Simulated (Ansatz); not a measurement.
LaAlO₃ (R-3c-perovskite type, space group R-3c)

```
CELL_PARAMETERS angstrom
      2.70622     1.56244     4.39751
     -2.70622     1.56244     4.39751
      0.00000    -3.12488     4.39751
ATOMIC_POSITIONS crystal
  La 0.25000 0.25000 0.25000
  La 0.75000 0.75000 0.75000
  Al 0.00000 0.00000 0.00000
  Al 0.50000 0.50000 0.50000
  O  0.78870 0.71130 0.25000
  O  0.25000 0.78870 0.71130
  O  0.71130 0.25000 0.78870
  O  0.21130 0.28870 0.75000
  O  0.75000 0.21130 0.28870
  O  0.28870 0.75000 0.21130
```

The slice is a (-1 0 1 2) plane (indices of the conventional cell) through the point (0.000, 0.000, 0.000) (fractional), spanned by u = [100] and v = [0 1 -1] in vectors of this cell: u (5.39 Å) and v (5.41 Å, at 90° to u). It covers one period; positions are fractions (u, v).

Calculation: PBE (plane waves to 420 eV, PAW, scalar-relativistic; Ansatz, a program for electronic structure). k mesh 8×8×8. These are valence fields of a PAW run, semicore shells included where kept as valence: close to a nucleus they are smooth pseudo fields. LaAlO3 is run without spin polarisation. LaAlO3 was relaxed with its symmetry unable to fall. The PAW data are Ansatz's earlier set.

Three fields on this plane, each scaled to ten steps between its own extremes (0 low, 9 high; the total valence density on a logarithmic scale, the potential cut 8 eV below its top; x marks points blanked near nuclei; v = 0 in the bottom row):

Map A
```
|xxxx00001358986421000xxx|
|xxx0000002356653210000xx|
|xx000xxxx02344421100000x|
|0000xxxxxx012221xxxxx000|
|0000xxxxxx001111xxxxxx00|
|0000xxxxxx000000xxxxxx00|
|1111xxxxxx000000xxxxxx00|
|2221xxxxx0000000xxxxxx01|
|44421100000xxx000xxxx023|
|6653210000xxxxx000000235|
|986421000xxxxxxx00001358|
|996421000xxxxxxx00012469|
|985310000xxxxxxx00012468|
|6532000000xxxxx000012356|
|4320xxxx000xxx0000011244|
|210xxxxxx0000000xxxxx122|
|100xxxxxx000000xxxxxx111|
|000xxxxxx000000xxxxxx000|
|000xxxxxx111100xxxxxx000|
|0000xxxxx122210xxxxxx000|
|xx00000112444320xxxx000x|
|xxx0000123566532000000xx|
|xxxx00012468985310000xxx|
|xxxx00012469996421000xxx|
```

Map B
```
|xxxx03799988778999740xxx|
|xxx0035689988899998500xx|
|xx001xxxx79999999864200x|
|0002xxxxxx899999xxxxx100|
|3454xxxxxx689998xxxxxx43|
|7785xxxxxx577785xxxxxx57|
|9998xxxxxx433454xxxxxx68|
|9999xxxxx1000002xxxxxx89|
|99999864200xxx001xxxx799|
|8899998500xxxxx003568998|
|778999740xxxxxxx03799988|
|778999730xxxxxxx03799987|
|788999730xxxxxxx04799987|
|8899865300xxxxx005899998|
|9997xxxx100xxx0024689999|
|998xxxxxx2000001xxxxx999|
|986xxxxxx454334xxxxxx899|
|775xxxxxx587775xxxxxx587|
|334xxxxxx899986xxxxxx454|
|0001xxxxx999998xxxxxx200|
|xx00246899999997xxxx100x|
|xxx0058999988899865300xx|
|xxxx04799987788999730xxx|
|xxxx03799987778999730xxx|
```

Map C
```
|xxxx45544310000000112xxx|
|xxx7889887410001245665xx|
|xx599xxxx97300147899997x|
|1269xxxxxx840027xxxxx984|
|1169xxxxxx951048xxxxxx85|
|1159xxxxxx951159xxxxxx95|
|1048xxxxxx851169xxxxxx95|
|0027xxxxx9841269xxxxxx84|
|00147899997xxx599xxxx973|
|0001245665xxxxx788988741|
|000000112xxxxxxx45544310|
|000001111xxxxxxx11110000|
|001344554xxxxxxx21100000|
|0147889887xxxxx566542100|
|0379xxxx995xxx7999987410|
|048xxxxxx9621489xxxxx720|
|159xxxxxx961158xxxxxx840|
|159xxxxxx951159xxxxxx951|
|158xxxxxx840159xxxxxx961|
|1489xxxxx720048xxxxxx962|
|xx79999874100379xxxx995x|
|xxx5665421000147889887xx|
|xxxx21100000001344554xxx|
|xxxx11110000000001111xxx|
```

Q: Assign the maps to these fields: density of the lowest conduction band (whole band as if filled, smooth part); electron localisation function (ELF); electrostatic potential energy of an electron, from the cell's mean.

A: A is the density of the lowest conduction band (whole band as if filled, smooth part); B is the electrostatic potential energy of an electron, from the cell's mean; C is the electron localisation function (ELF).
